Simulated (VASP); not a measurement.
From VASP inputs to Ansatz: YN (rocksalt)

INCAR

```
PREC = Accurate
ISIF = 2
ISMEAR = 0
NSW = 0
LCHARG = .TRUE.
LASPH = .TRUE.
NELM = 120
LWAVE = .FALSE.
GGA = CA
LELF = .TRUE.
EDIFF = 1E-7
NBANDS = 15
SIGMA = 0.01
ENCUT = 520
LREAL = .FALSE.
IBRION = -1
```

KPOINTS

```
KPOINTS created by Atomic Simulation Environment
0
Gamma
10 10 10
0 0 0
```

KPOINTS_OPT

```
special points
6
Reciprocal
0.0000000000 0.0000000000 0.0000000000 1
0.5000000000 0.0000000000 0.5000000000 1
0.5000000000 0.2500000000 0.7500000000 1
0.3750000000 0.3750000000 0.7500000000 1
0.5000000000 0.5000000000 0.5000000000 1
0.6250000000 0.2500000000 0.6250000000 1
```

POSCAR

```
Y  N
 1.0000000000000000
     0.0000000000000000    2.4480481424659373    2.4480481424659373
     2.4480481424659373    0.0000000000000000    2.4480481424659373
     2.4480481424659373    2.4480481424659373   -0.0000000000000000
 Y   N
   1   1
Cartesian
 -0.0000000000000000 -0.0000000000000000 -0.0000000000000000
  2.4480481424659368  2.4480481424659368  2.4480481424659368
```

VASP ran with the recommended LDA PAW datasets (16 valence electrons in the cell).

Problem. Write an Ansatz input for this cell and level of theory.

Solution. 

```yaml
crystal:
  lattice:
    - [0.0, 2.4480481425, 2.4480481425]
    - [2.4480481425, 0.0, 2.4480481425]
    - [2.4480481425, 2.4480481425, 0.0]
  atoms:
    - { symbol: "Y", position: [0.0, 0.0, 0.0] }
    - { symbol: "N", position: [0.5, 0.5, 0.5] }
kpoints:
  mp_grid: { grid: [10, 10, 10] }
  band_path:
    path:
      - [0.0, 0.0, 0.0]
      - [0.5, 0.0, 0.5]
      - [0.5, 0.25, 0.75]
      - [0.375, 0.375, 0.75]
      - [0.5, 0.5, 0.5]
      - [0.625, 0.25, 0.625]
    npoints: 1
hamiltonian:
  xc: lda
scf:
  occupations: { method: fixed }
  n_extra_bands: 4
output:
  forces: true
  stress: true
  eigenvalues: true
```

Other inputs would serve too.

```
                               VASP    Ansatz
gap between bands v and c   0.10 eV   0.11 eV
         least direct gap   0.48 eV   0.50 eV
                 pressure  -7.6 GPa  -7.8 GPa
```

The two codes use different PAW datasets and cutoffs. VASP's cell holds 16 valence electrons and Ansatz's 16. LDA means the Perdew–Zunger form with relativistic exchange in VASP and the Perdew–Wang form in Ansatz. Ansatz's stress includes a Pulay correction; VASP's doesn't.
